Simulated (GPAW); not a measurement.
## Sn: relaxation of cell and atoms with PBEsol

The system is Sn.

```
Sn
1.0
    -1.89465    1.89465    1.89465
     1.89465   -1.89465    1.89465
     1.89465    1.89465   -1.89465
Sn
1
Direct
  0.00000 0.00000 0.00000
```

This isn't the form of Sn at room conditions, which is tetragonal (white tin).

| Property | Result |
| --- | --- |
| Program | GPAW 26.7.0 |
| Task | relaxation of cell and atoms |
| Functional | PBEsol |
| Potentials or basis | PAW data sets generated in the run's folder for this functional |
| Cutoff | 600 eV |
| Basis | pw |
| k mesh | 10 × 10 × 10 |
| Occupations | fermi-dirac, width 0.05 eV |
| Spin | no spin polarisation |
| Maxiter | 150 |
| Optimizer | BFGS |
| Fmax | 0.02 eV/Å |
| Max steps | 60 |
| Convergence | density=1e-05 forces=0.0001 |

```
Relaxed volume                         : 25.85 Å³/atom
Relaxed cell                           : a = 3.226 Å, b = 3.226 Å, c = 3.226 Å, α = 109.47°, β = 109.47°, γ = 109.47°
Space group after relaxing (to 0.05 Å) : Im-3m (No. 229)
Energy gained by relaxing              : 11.0 meV/atom
Ionic steps                            : 4
Pressure after relaxing                : 0.0 GPa
Band gap on the k mesh                 : none (metal or under the smearing width)
```

The path:
```csv
step,energy change (eV),largest force (eV/Å),pressure (GPa),volume (Å³)
1,0.0000,0.0000,-2.41,27.20
2,-0.0061,0.0000,-1.66,26.73
3,-0.0110,0.0000,0.16,25.77
4,-0.0110,0.0000,-0.01,25.85
```

Final structure:
```
CELL_PARAMETERS angstrom
-1.86271 1.86271 1.86271
1.86271 -1.86271 1.86271
1.86271 1.86271 -1.86271
ATOMIC_POSITIONS crystal
Sn 0.00000 0.00000 0.00000
```

Levels at points of the mesh, in eV from the Fermi level:
| k point | band 3 | band 4 | band 5 | band 6 | band 7 | band 8 | band 9 | band 10 |
| --- | --- | --- | --- | --- | --- | --- | --- | --- |
| (0.00, 0.00, 0.00) | -21.47 | -21.31 | -21.31 | -11.43 | 8.44 | 8.44 | 8.44 | 12.36 |
| (0.50, 0.50, 0.00) | -21.32 | -21.32 | -21.21 | -6.43 | -4.67 | 3.79 | 5.63 | 8.27 |
| (0.50, 0.50, 0.50) | -21.23 | -21.23 | -21.23 | -2.15 | -0.52 | -0.52 | -0.52 | 3.85 |

It took 21 s on 1 thread of Intel(R) Xeon(R) 6975P-C (Granite Rapids), on a shared host, peak memory 0.17 GiB.

Caveat: later steps reuse the first step's grids.
